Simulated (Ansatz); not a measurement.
Choice of functional: Pt

```
Pt
1.0
     0.00000    1.97158    1.97158
     1.97158    0.00000    1.97158
     1.97158    1.97158    0.00000
Pt
1
Direct
  0.00000 0.00000 0.00000
```

Structure from Materials Project entry mp-126 (possibly hypothetical), not relaxed further.

No spin–orbit coupling, which matters for the heavy atoms here.

One fixed cell is solved with several functionals by PAW (frozen-core files) in Ansatz 0.2.0, scalar-relativistically. A positive pressure means that the functional wants a larger cell.

The PAW files were made with PBE; their cores are remade for each functional.

Sampling and basis: a Γ-centred 16×16×16 k mesh, Fermi–Dirac smearing of 0.05 eV, cutoff 420 eV, no spin polarisation; the PAW files were made with PBE, and the program remakes their frozen cores for this functional.

Cutoffs: LDA 420 eV, PBEsol 420 eV, r²SCAN 500 eV, PBE 420 eV.

Q: One of the runs gave P (GPa) = -5.23, lowest level at Γ above −25 eV, from the valence-band top or, without a gap, the Fermi level (eV) = -10.11. Which setting was it?
A. PBE
B. LDA
C. r²SCAN
D. PBEsol

A: D. The full set:
```
setting  P (GPa)  lowest level at Γ above −25 eV, from the valence-band top or, without a gap, the Fermi level (eV)
    LDA   -10.50                                                                                             -10.10
 PBEsol    -5.23                                                                                             -10.11
 r²SCAN    -0.67                                                                                             -10.26
    PBE     5.34                                                                                             -10.03
```
